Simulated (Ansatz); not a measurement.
MnO2:

```
Mn O
1.0
     1.42843    0.82471    4.58393
    -1.42843    0.82471    4.58393
     0.00000   -1.64941    4.58393
Mn O
1 2
Cartesian
  0.0000 0.0000 0.0000
  0.0000 0.0000 10.1163
  0.0000 0.0000 3.6355
```

Measurements of this composition are mostly on another form, of space group No. 136.

```yaml
Program: Ansatz 0.2.0
Task: single point
Functional: PBEsol
Potentials_or_basis: Ansatz PAW
Cutoff: "420 eV (not typed: the program's choice for these potentials)"
k_mesh: 11 × 11 × 11
Occupations: fermi-dirac, width 0.05 eV
Spin: collinear spin, ferromagnetic start
Starting_moments: "[4.0, 0.0, 0.0] μB"
```

On this cell: pressure -2.0 GPa; largest force 0.163 eV/Å; net moment 3.00 μB per cell; site moments Mn +2.49; O +0.05 μB; band gap on the k mesh 0.77 eV, indirect (least direct gap 0.83 eV).

The same run follows on a disturbed copy (atoms moved at random, drawn with an rms of 0.05 Å):

```
Mn O
1.0
     1.42843    0.82471    4.58393
    -1.42843    0.82471    4.58393
     0.00000   -1.64941    4.58393
Mn O
1 2
Cartesian
  -0.0293 0.0660 0.0392
  0.0063 -0.0513 10.0836
  0.0105 -0.0221 3.6554
```

Question: What changes?

Answer: The energy moves by +40.9 meV/atom; pressure 3.8 GPa; largest force 2.058 eV/Å; net moment 3.00 μB per cell; site moments Mn +2.37; O +0.07, +0.05 μB; band gap on the k mesh 0.63 eV, indirect (least direct gap 0.64 eV).

Forces on the atoms (eV/Å):
```
Mn   0.616 -1.456 -1.318
O   -0.429  1.006  1.193
O   -0.187  0.450  0.125
```

Stress tensor (GPa, compression positive):
```
 4.42 -0.93 -0.97
-0.93  1.74  2.18
-0.97  2.18  5.25
```

Caveats: odd divisions of the mesh miss points on the zone boundary, where band edges often lie, so the gap on the mesh can be too wide; a cell with one magnetic atom can't hold antiferromagnetic order, which such compounds often take; the PAW data sets come from PBE, with cores solved anew for the run's functional, which leaves a small shift of forces and pressure.

A k mesh can miss the band edges.
